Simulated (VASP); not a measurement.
Wanted: the native input for a VASP 6.6.1 run.

| Property | Result |
| --- | --- |
| Task | relaxation of cell and atoms |
| Functional | PBE |
| Dispersion | D3(BJ) |
| Potentials or basis | VASP PAW PBE potentials, release 64 (Ru_pv) |
| Cutoff | 600 eV |
| k mesh | 15 × 15 × 9 |
| Occupations | methfessel-paxton, width 0.1 eV |
| Spin | no spin polarisation |
| Further INCAR settings | ALGO = Normal; EDIFF = 1e-06; IBRION = 2; EDIFFG = -0.01; NSW = 90; ISIF = 3 |

The structure of Ru lies in POSCAR:

```
Ru
1.0
    2.7058000000      0.0000000000      0.0000000000
   -1.3529000000      2.3432915376      0.0000000000
    0.0000000000      0.0000000000      4.2819000000
Ru
2
Direct
    0.3333333333      0.6666666667      0.2500000000
    0.6666666667      0.3333333333      0.7500000000
```

These files were run (other wordings do the same):

INCAR

```
ALGO     = Normal         # electronic algorithm
EDIFF    = 1E-6           # SCF threshold, eV
EDIFFG   = -0.01          # ionic threshold
ENCUT    = 600            # plane-wave cutoff, eV
GGA      = PE             # functional
IBRION   = 2              # ionic algorithm
ISIF     = 3              # what is computed and relaxed
ISMEAR   = 1              # smearing method
IVDW     = 12             # dispersion correction
LASPH    = True           # aspherical terms in the spheres
LCHARG   = False          # write CHGCAR
LREAL    = False          # projectors in reciprocal space
LWAVE    = False          # write WAVECAR
NELM     = 80             # most SCF steps
NSW      = 90             # ionic steps
PREC     = Accurate       # precision mode
SIGMA    = 0.1            # smearing width, eV
```

KPOINTS

```
k-points
0
Gamma
  15 15 9
```

Potentials or basis: VASP PAW PBE potentials, release 64 (Ru_pv).

Command:

```sh
$ cat potpaw_PBE.64/Ru_pv/POTCAR > POTCAR
$ mpirun -np 1 vasp_std > vasp.out
```

It gave:

```json
{
  "Relaxed volume": "13.43 Å³/atom",
  "Relaxed cell": "a = 2.695 Å, b = 2.695 Å, c = 4.271 Å, α = 90.00°, β = 90.00°, γ = 120.00°",
  "Space group after relaxing (to 0.05 Å)": "P6_3/mmc (No. 194)",
  "Energy gained by relaxing": "1.5 meV/atom",
  "Ionic steps": "5",
  "Pressure after relaxing": "0.0 GPa",
  "Band gap on the k mesh": "none (metal or under the smearing width)",
  "Dispersion energy per atom": "-0.631 eV"
}
```

Caveat: pairwise dispersion overbinds metals, which lowers pressure and volume.

It took 63 s on 1 thread of Intel(R) Xeon(R) 6975P-C (Granite Rapids), on a shared host, peak memory 0.22 GiB.
